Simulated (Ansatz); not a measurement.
# Property card for Pd

These are results of DFT PBE, scalar-relativistic, plane waves, PAW in Ansatz, not measurements.

Settings: cutoff 420 eV, Γ-centred mesh 18×18×18 on the computed 1-atom cell, Gaussian smearing of 0.10 eV; no spin polarisation.

The structure is relaxed at this level of theory with its symmetry kept. This bcc form isn't the element's structure at ambient conditions.

The structure is cubic, space group Im-3m (No. 229). Conventional cell: a = 3.137 Å, b = 3.137 Å, c = 3.137 Å, α = 90.00°, β = 90.00°, γ = 90.00°. Pd (site symmetry m-3m) is surrounded by 8 Pd at 2.72 Å.

* Volume per atom: 15.44 Å³
* Formation energy from the elements' standard states (uncorrected): +0.044 eV/atom
* Kohn–Sham band gap: none (metal)
* Density of states at the Fermi level: 1.35 states/eV per cell
* Löwdin character within 0.5 eV of the Fermi level: Pd 4d 88 %, unprojected 12 %
* Bulk modulus: 165 GPa
* Its pressure derivative: 5.5
* Bader charges (e): Pd (1 in the cell) 0.00

Cost: 9 runs of about 0.72 core-minutes in all, on Intel Xeon Platinum 8488C (Sapphire Rapids) (shared hosts).